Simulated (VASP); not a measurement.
A run of VASP 6.6.1 is set up as follows.

File INCAR:

```
SYSTEM = SnO
PREC = Accurate
ENCUT = 900
EDIFF = 1E-7
ISMEAR = 0
SIGMA = 0.02
LREAL = .False.
LASPH = .True.
NELM = 100
ALGO = Normal
ISIF = 3
LWAVE = .False.
LCHARG = .False.
GGA = PE
IBRION = 2
NSW = 80
EDIFFG = -0.002
```

The input KPOINTS:

```
regular mesh
0
Gamma
  8 8 6
  0 0 0
```

File POSCAR:

```
SnO
1.0
    3.8494000000      0.0000000000      0.0000000000
    0.0000000000      3.8494000000      0.0000000000
    0.0000000000      0.0000000000      4.8940000000
Sn O
2 2
Direct
    0.5000000000      0.0000000000      0.2377000000
    0.0000000000      0.5000000000      0.7623000000
    0.0000000000      0.0000000000      0.0000000000
    0.5000000000      0.5000000000      0.0000000000
```

Potentials or basis: VASP PAW PBE potentials, release 64 (Sn_d, O_h).

Command:

```sh
$ cat potpaw_PBE.64/Sn_d/POTCAR potpaw_PBE.64/O_h/POTCAR > POTCAR
$ mpirun -np 1 vasp_std > vasp.out
```

Estimate the space group after relaxing (to 0.05 Å).

P4/nmm (No. 129).

Estimate the band gap on the k mesh.

0.37 eV, indirect (least direct gap 1.97 eV).

Predict the relaxed volume.

18.60 Å³/atom.

What does it give for the relaxed cell?

a = 3.866 Å, b = 3.866 Å, c = 4.979 Å, α = 90.00°, β = 90.00°, γ = 90.00°.

The path:
| step | energy change (eV) | largest force (eV/Å) | pressure (GPa) | volume (Å³) |
| --- | --- | --- | --- | --- |
| 1 | 0.0000 | 0.0034 | 0.90 | 72.52 |
| 2 | -0.0016 | 0.1810 | -0.42 | 73.59 |
| 3 | -0.0021 | 0.1249 | -0.02 | 73.24 |
| 4 | -0.0031 | 0.0654 | 0.01 | 73.49 |
| 5 | -0.0035 | 0.0092 | 0.02 | 73.72 |
| 6 | -0.0035 | 0.0000 | 0.03 | 73.76 |
| 7 | -0.0041 | 0.0037 | 0.05 | 73.92 |
| 8 | -0.0048 | 0.0138 | 0.07 | 74.32 |
| 9 | -0.0048 | 0.0151 | 0.06 | 74.38 |
| 10 | -0.0048 | 0.0144 | 0.06 | 74.36 |
| 11 | -0.0048 | 0.0324 | -0.16 | 74.50 |
| 12 | -0.0049 | 0.0014 | 0.01 | 74.40 |
| 13 | -0.0049 | 0.0009 | -0.01 | 74.41 |
| 14 | -0.0049 | 0.0014 | -0.01 | 74.40 |

Caveat: the cutoff is under 1.25 times the usual one of these potentials, so pressure, stress and relaxed cells hold a basis-set (Pulay) error; spin-orbit coupling is left out, which moves the levels of the heavy elements. A k mesh can miss the band edges.
